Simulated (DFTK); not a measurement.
**ZrC in DFTK: the effect of pseudo set**

Crystal: ZrC.

```
Zr C
1.0
     0.00000    2.39612    2.39612
     2.39612    0.00000    2.39612
     2.39612    2.39612    0.00000
Zr C
1 1
Direct
  0.50000 0.50000 0.50000
  0.00000 0.00000 0.00000
```

The cell isn't the ideal one: volume scaled by 1.04.

Alike in all runs:

- Program: DFTK 0.8.2
- Task: single point
- Functional: PBE
- k mesh: 7 × 7 × 7
- Occupations: fermi-dirac, width 0.05 eV
- Spin: no spin polarisation

| pseudo set | cutoff | pressure (GPa) |
| --- | --- | --- |
| dojo.nc.sr.pbe.v0_5.standard.upf (PBE) | 1116 eV | -10.4 |
| SG15 1.2 (PBE) | 1225 eV | -10.5 |
| cp2k.nc.sr.pbe.v0_1.largecore.gth (PBE, GTH) | 2177 eV | ? |

What does the run with pseudo set cp2k.nc.sr.pbe.v0_1.largecore.gth (PBE, GTH) give?

Pressure -11.1 GPa.

Caveats: GTH potentials come without recommended cutoffs, and this one wasn't checked for convergence (some runs).
